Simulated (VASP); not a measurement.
# ZnS (Wurtzite-2H) (P6_3mc) in VASP: further runs, part 2 of 2

VASP 6.6.1. The steps go on from the part before.

### 3 Elastic constants, PBEsol

Contents of POSCAR:

```
ZnS
1.0
    3.8110000000      0.0000000000      0.0000000000
   -1.9055000000      3.3004228138      0.0000000000
    0.0000000000      0.0000000000      6.2340000000
Zn S
2 2
Direct
    0.6666666667      0.3333333333      0.5000000000
    0.3333333333      0.6666666667      0.0000000000
    0.6666666667      0.3333333333      0.8850000000
    0.3333333333      0.6666666667      0.3850000000
```

Contents of INCAR.step1:

```
SYSTEM = ZnS
  ALGO = Fast
  EDIFF = 1E-8
  EDIFFG = -0.002
  ENCUT = 600
  GGA = PS
  IBRION = 2
  ISIF = 3
  ISMEAR = -1
  LASPH = .True.
  LCHARG = .False.
  LREAL = .False.
  LWAVE = .False.
  NELM = 100
  NSW = 40
  PREC = Accurate
  SIGMA = 0.05
```

Contents of INCAR.step2:

```
SYSTEM = ZnS
  ALGO = Fast
  EDIFF = 1E-8
  ENCUT = 600
  GGA = PS
  IBRION = 6
  ISIF = 3
  ISMEAR = -1
  LASPH = .True.
  LCHARG = .False.
  LREAL = .False.
  LWAVE = .False.
  NELM = 100
  NFREE = 2
  NSW = 1
  POTIM = 0.015
  PREC = Accurate
  SIGMA = 0.05
```

Contents of KPOINTS:

```
k-points
0
Gamma
  6 6 4
  0 0 0
```

Potentials or basis: VASP PAW PBE potentials, release 64 (Zn, S).

Started as:

```console
> cat potpaw_PBE.64/Zn/POTCAR potpaw_PBE.64/S/POTCAR > POTCAR
> cp INCAR.step1 INCAR
> mpirun -np 1 vasp_std > vasp.out
> cp CONTCAR POSCAR
> cp INCAR.step2 INCAR
> mpirun -np 1 vasp_std > vasp.out
```

OUTCAR:

```text
SYSTEM = ZnS
   EDIFF = 1E-8
   ENCUT = 600
   GGA = PS
   IBRION = 6
   ISIF = 3
   ISMEAR = -1
   LASPH = .True.
   LREAL = .False.
   NELM = 100
   NFREE = 2
   NSW = 1
   POTIM = 0.015
   PREC = Accurate

 ion  position               nearest neighbor table
   1  0.667  0.333  0.505-   4 2.32   4 2.32   4 2.32   3 2.32
   2  0.333  0.667  0.005-   3 2.32   3 2.32   3 2.32   4 2.32
   3  0.667  0.333  0.880-   2 2.32   2 2.32   2 2.32   1 2.32
   4  0.333  0.667  0.380-   1 2.32   1 2.32   1 2.32   2 2.32

  LATTYP: Found a hexagonal cell.
 ALAT       =     3.7862915832
 C/A-ratio  =     1.6404258575

  Lattice vectors:

 A1 = (   3.7862915832,   0.0000000000,   0.0000000000)
 A2 = (  -1.8931457916,   3.2790246971,   0.0000000000)
 A3 = (   0.0000000000,   0.0000000000,   6.2111306170)

Analysis of symmetry for initial positions (statically):
=====================================================================
 Subroutine PRICEL returns:
 Original cell was already a primitive cell.

 Routine SETGRP: Setting up the symmetry group for a
 hexagonal supercell.

 Subroutine GETGRP returns: Found 12 space group operations
 (whereof  6 operations were pure point group operations)
 out of a pool of 24 trial point group operations.

The static configuration has the point symmetry C_3v.
 The point group associated with its full space group is C_6v.
[... 912 lines left out ...]
      5      -4.2063      2.00000
      6      -4.1166      2.00000
[... 620 lines left out ...]
  FREE ENERGIE OF THE ION-ELECTRON SYSTEM (eV)
  ---------------------------------------------------
  free  energy   TOTEN  =       -15.1629956667 eV

  energy  without entropy=      -15.1629956666  energy(sigma->0) =      -15.16299567

 INTERNAL STRAIN TENSORS FROM STRAINED CELLS
 ============================================

 INTERNAL STRAIN TENSOR FOR ION    1 for displacements in x,y,z  (eV/Angst):
          X           Y           Z          XY          YZ          ZX
  --------------------------------------------------------------------------------
  x    -0.00000     0.00000     0.00000     4.95369     0.00000    -3.79613
  y     4.97088    -4.98457     0.00000    -0.00004    -3.79216    -0.00001
  z    -3.71805    -3.72405     6.80710    -0.00013     0.00062    -0.00001

 INTERNAL STRAIN TENSORS FROM DISPLACED ATOMS
 ============================================

 INTERNAL STRAIN TENSOR FOR ION    1 for displacements in x,y,z  (eV/Angst):
          X           Y           Z          XY          YZ          ZX
  --------------------------------------------------------------------------------
  x     0.00000    -0.00000     0.00000     4.95348     0.00000    -3.80644
  y     4.95348    -4.95348     0.00000     0.00000    -3.80644    -0.00000
  z    -3.67727    -3.67727     6.78929     0.00000     0.00000     0.00000

 INTERNAL STRAIN TENSOR FOR ION    4 for displacements in x,y,z  (eV/Angst):
          X           Y           Z          XY          YZ          ZX
  --------------------------------------------------------------------------------
  x     0.00000     0.00000     0.00000    -6.49891     0.00000     3.79898
  y    -6.49891     6.49891    -0.00000     0.00000     3.79898     0.00000
  z     3.73708     3.73708    -6.72146     0.00000     0.00000     0.00000

 Eigenvectors and eigenvalues of the dynamical matrix
 ----------------------------------------------------

   1 f  =   10.096328 THz    63.437099 2PiTHz  336.777248 cm-1    41.755038 meV
             X         Y         Z           dx          dy          dz
      1.893146  1.093008  3.139044    -0.000000    0.000000    0.131050
     -0.000000  2.186016  0.033478     0.000000   -0.000000   -0.131050
      1.893146  1.093008  5.463372    -0.000000    0.000000   -0.694857
     -0.000000  2.186016  2.357807     0.000000   -0.000000    0.694857
[... 71 lines left out ...]
  12 f/i=    0.020075 THz     0.126133 2PiTHz    0.669621 cm-1     0.083022 meV
             X         Y         Z           dx          dy          dz
      1.893146  1.093008  3.139044    -0.000000   -0.000000    0.580193
     -0.000000  2.186016  0.033478    -0.000000   -0.000000    0.580193
      1.893146  1.093008  5.463372    -0.000000   -0.000000    0.404199
     -0.000000  2.186016  2.357807    -0.000000   -0.000000    0.404199

--------------------------------------------------------------------------------------------------------

 ELASTIC MODULI CONTR FROM IONIC RELAXATION (kBar)
 Direction    XX          YY          ZZ          XY          YZ          ZX
 --------------------------------------------------------------------------------
 XX        -333.4717    143.6867    172.9114     -0.0000     -0.0000     -0.0000
 YY         143.6867   -333.4717    172.9114      0.0000      0.0000      0.0000
 ZZ         172.9114    172.9114   -315.0762      0.0000     -0.0000     -0.0000
 XY          -0.0000      0.0000      0.0000   -238.5792     -0.0000     -0.0000
 YZ          -0.0000      0.0000     -0.0000     -0.0000    -96.2515     -0.0000
 ZX          -0.0000      0.0000     -0.0000     -0.0000     -0.0000    -96.2514
 --------------------------------------------------------------------------------

 TOTAL ELASTIC MODULI (kBar)
 Direction    XX          YY          ZZ          XY          YZ          ZX
 --------------------------------------------------------------------------------
 XX        1252.7557    583.7199    462.3167     -0.0000     -0.0000     -0.0000
 YY         583.7199   1252.7557    462.3167      0.0000      0.0000      0.0000
 ZZ         462.3167    462.3167   1511.9079      0.0000     -0.0000     -0.0000
 XY          -0.0000      0.0000      0.0000    334.5179     -0.0000     -0.0000
 YZ          -0.0000      0.0000     -0.0000     -0.0000    284.2498     -0.0000
 ZX          -0.0000      0.0000     -0.0000     -0.0000     -0.0000    284.2499
 --------------------------------------------------------------------------------
```

OUTCAR.step1:

```text
SYSTEM = ZnS
   EDIFF = 1E-8
   EDIFFG = -0.002
   ENCUT = 600
   GGA = PS
   IBRION = 2
   ISIF = 3
   ISMEAR = -1
   LASPH = .True.
   LREAL = .False.
   NELM = 100
   NSW = 40
   PREC = Accurate

 ion  position               nearest neighbor table
[... 401 lines left out ...]
 Fermi energy:         3.3086774551

 k-point     1 :       0.0000    0.0000    0.0000
  band No.  band energies     occupation
      1     -11.0943      2.00000
      2     -10.1015      2.00000
      3      -4.2254      2.00000
      4      -4.2088      2.00000
      5      -4.2088      2.00000
      6      -4.1235      2.00000
[... 545 lines left out ...]
  FREE ENERGIE OF THE ION-ELECTRON SYSTEM (eV)
  ---------------------------------------------------
  free  energy   TOTEN  =       -15.1643849810 eV

  energy  without entropy=      -15.1643849809  energy(sigma->0) =      -15.16438498

 reached required accuracy - stopping structural energy minimisation
```

OSZICAR.step1:

```text
N       E                     dE             d eps       ncg     rms          rms(c)
DAV:   1     0.249060280501E+03    0.24906E+03   -0.18989E+04   924   0.218E+03
DAV:   2     0.800451093437E+01   -0.24106E+03   -0.23514E+03   972   0.408E+02
DAV:   3    -0.153629287084E+02   -0.23367E+02   -0.23236E+02  1104   0.125E+02
DAV:   4    -0.159444250570E+02   -0.58150E+00   -0.58067E+00  1086   0.202E+01
[... 144 lines left out ...]
RMM:   5    -0.151643849313E+02    0.46017E-06   -0.17159E-06   924   0.159E-02    0.204E-03
RMM:   6    -0.151643849255E+02    0.58399E-08   -0.45103E-07   945   0.628E-03    0.653E-04
RMM:   7    -0.151643850001E+02   -0.74654E-07   -0.13828E-07   895   0.279E-03    0.513E-04
RMM:   8    -0.151643849823E+02    0.17856E-07   -0.36691E-08   681   0.190E-03    0.150E-04
RMM:   9    -0.151643849810E+02    0.12888E-08   -0.10519E-08   532   0.876E-04
  11 F= -.15164385E+02 E0= -.15164385E+02  d E =-.134688E-05
```

It took 18 min on 1 thread of Intel Xeon 6975P-C (Granite Rapids), shared host; peak memory 0.38 GiB.

What came out:

| Item | Value |
| --- | --- |
| Relaxed volume | 19.28 Å³/atom |
| Relaxed cell | a = 3.786 Å, b = 3.786 Å, c = 6.211 Å, α = 90.00°, β = 90.00°, γ = 120.00° |
| Space group after relaxing (to 0.05 Å) | P6_3mc (No. 186) |
| Voigt bulk modulus | 78 GPa |
| Highest phonon frequency at Γ, LO-TO splitting left out | 337 cm⁻¹ |

Step by step:
```
step  energy change (eV)  largest force (eV/Å)  pressure (GPa)  volume (Å³)
   1              0.0000                0.3099           -1.10        78.41
   2             -0.0200                0.1181            0.26        76.88
   3             -0.0201                0.1009            0.38        76.77
   4             -0.0233                0.0426            0.03        77.10
   5             -0.0242                0.0109           -0.27        77.39
   6             -0.0259                0.0077           -0.06        77.15
   7             -0.0259                0.0089           -0.03        77.14
   8             -0.0259                0.0006            0.02        77.08
   9             -0.0259                0.0021            0.02        77.09
  10             -0.0259                0.0025            0.02        77.09
  11             -0.0259                0.0006            0.00        77.11
```

Final structure:
```xyz
4
Lattice="3.7863 0.0000 0.0000 -1.8931 3.2790 0.0000 0.0000 0.0000 6.2111" Properties=species:S:1:pos:R:3 pbc="T T T"
Zn    1.8931    1.0930    3.1390
Zn    0.0000    2.1860    0.0335
S     1.8931    1.0930    5.4634
S     0.0000    2.1860    2.3578
```

Phonon frequencies in cm⁻¹ (negative: imaginary):
```csv
q point,frequencies
"(0.000, 0.000, 0.000)",-1 0 0 69 69 193 276 281 281 287 287 337
```

Elastic tensor in Voigt notation (GPa, in the Cartesian axes of the cell as first typed):
```
125  58  46   0   0   0
 58 125  46   0   0   0
 46  46 151   0   0   0
  0   0   0  28   0   0
  0   0   0   0  28   0
  0   0   0   0   0  33
```

Clamped-ion elastic tensor (GPa):
```
159  44  29   0   0   0
 44 159  29   0   0   0
 29  29 183   0   0   0
  0   0   0  38   0   0
  0   0   0   0  38   0
  0   0   0   0   0  57
```

Caveat: the PAW data sets were made with another functional, which shifts forces and pressure a little.
